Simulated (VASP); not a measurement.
Runs of VASP 6.6.1 on MoSe2. The structure is hexagonal, space group P6_3/mmc (No. 194). Conventional cell: a = 3.288 Å, b = 3.288 Å, c = 12.900 Å, α = 90.00°, β = 90.00°, γ = 120.00°. Mo (site symmetry -6m2) has 6 Se at 2.49 Å as nearest neighbours. Se (site symmetry 3m) has 3 Mo at 2.49 Å as nearest neighbours. 

```tsv
task	level	potentials or basis	spin	cell	k mesh	cutoff (eV)	smearing	gap on the mesh (eV)	pressure (GPa)	relaxed volume (Å³/atom)	largest force (eV/Å)
relaxation of cell and atoms	PBE	VASP PAW PBE potentials, release 64 (Mo_sv, Se)	off	relaxed	9 × 9 × 2	600	fermi-dirac 0.05 eV	1.37	0.0	23.10	0.02
band structure	PBE	VASP PAW PBE potentials, release 64 (Mo_sv, Se)	SOC, no magnetisation	as given	7 × 7 × 2	520	fermi-dirac 0.05 eV	-	(c)	-	1.15
relaxation of cell and atoms	LDA	VASP PAW LDA potentials, release 64 (Mo_sv, Se)	off	relaxed	9 × 9 × 2	600	fermi-dirac 0.05 eV	0.82	0.0	19.44	0.01
band structure	PBE	VASP PAW PBE potentials, release 64 (Mo_sv, Se)	off	as given	9 × 9 × 2	520	fermi-dirac 0.05 eV	0.88	-	-	-
band structure	PBEsol	VASP PAW PBE potentials, release 64 (Mo_sv, Se)	off	as given	9 × 9 × 2	520	fermi-dirac 0.05 eV	(b)	3.6	-	0.85
single point	PBE	VASP PAW PBE potentials, release 64 (Mo_sv, Se)	off	as given	9 × 9 × 2	520	gaussian 0.011 eV	0.88	8.3	-	1.15
band structure	LDA	VASP PAW LDA potentials, release 64 (Mo_sv, Se)	off	as given	9 × 9 × 2	520	fermi-dirac 0.05 eV	(a)	1.2	-	0.66
relaxation of cell and atoms	PBEsol	VASP PAW PBE potentials, release 64 (Mo_sv, Se)	off	relaxed	9 × 9 × 2	600	fermi-dirac 0.05 eV	0.99	0.0	20.31	-
band structure	LDA	VASP PAW LDA potentials, release 64 (Mo_sv, Se)	SOC, no magnetisation	as given	7 × 7 × 2	520	fermi-dirac 0.05 eV	-	1.2	-	0.67
```

Task: Fill in the values left out.

Result: (a) 0.85; (b) 0.87; (c) 8.4.

Caveats: this functional lacks dispersion, which binds the layers, so the pressure and a relaxed spacing across them are unreliable (some runs); the cell's inner coordinates are idealised or old, which leaves forces on the atoms (some runs); an odd mesh through Γ misses points on the zone boundary, where band edges often lie (some runs); the PAW data sets were made with another functional, which shifts forces and pressure a little (some runs); the volume moved by +15 % from the deposited cell, more than functionals usually miss (some runs).

A k mesh can miss the band edges, and rows without SOC leave out spin-orbit coupling on Mo, Se.
